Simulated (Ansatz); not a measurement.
Two G0W0 runs on Si5BPC5 (zincblende [110] superlattice).

The cell holds 12 atoms: 1 B, 1 P, 5 Si and 5 C. Cell: a = 3.104 Å, b = 4.418 Å, c = 9.315 Å, α = 90.0°, β = 90.0°, γ = 90.0°. It derives from BP. Regions: BP, 2 atoms (1 B and 1 P); SiC, 10 atoms (5 Si and 5 C). The structure's axis is c.

```xyz
12
Lattice="3.1041 0.0000 0.0000 0.0000 4.4176 0.0000 0.0000 0.0000 9.3149" Properties=species:S:1:pos:R:3 pbc="T T T"
B     0.0000   -0.2786    0.8193
P     1.5520    0.8805    0.8193
Si    1.5520    2.2999    2.4971
C     0.0000    3.3532    2.3350
Si    0.0000    0.0460    3.9119
C     1.5520    1.1399    3.9661
Si    1.5520    2.2488    5.4767
C     0.0000    3.3503    5.4767
Si    0.0000    0.0460    7.0416
C     1.5520    1.1399    6.9873
Si    1.5520    2.3000    8.4563
C     0.0000    3.3532    8.6184
```

The structure was relaxed with PBEsol. The runs that relaxed it are not among those shown.

The first (Ansatz 0.2.0; start PBEsol, 4×4×2 mesh, 334 empty bands, screening to 110 eV, PAW set soft_1 files; 4 threads of Arm Neoverse V1, shared host) gave, on its mesh: starting gap 0.26 eV, G0W0 gap 1.05 eV, RPA ε∞ (mean) 8.16, 4.8 min.

The second changes empty bands from 334 to 84 and screening cutoff (eV) from 110.0 to 44. What does it give?

It gave: starting gap 0.26 eV, G0W0 gap 0.75 eV, RPA ε∞ (mean) 8.43, 35 s. The G0W0 gap moves by −0.30 eV, +0.00 eV from the start and −0.30 eV from the correction. Σc changes by +0.74 eV at the valence top and +0.43 eV at the conduction bottom, and Σx − Vxc between them by +0.00 eV.

Limits: not at the basis limit; coarse k mesh.

[Paths, hosts, dates, memory and timing lines, banners, echoed tables and standing remarks are left out of the program output.]

[Logs are printed without paths, hosts, clocks, repeated set-up lines and the standing remarks that a program may print on its own settings, such as how far it seeks lower states.]

[Runs of the session that timed out or met a known fault of the program may be left out.]

[Cells called generated may have been cut or substituted from an entry of the Crystallography Open Database or the Materials Project.]

[Hosts, paths, dates, database ids (printed as entryN), source tags and the programs' standing remarks are cut or masked in the printed files.]
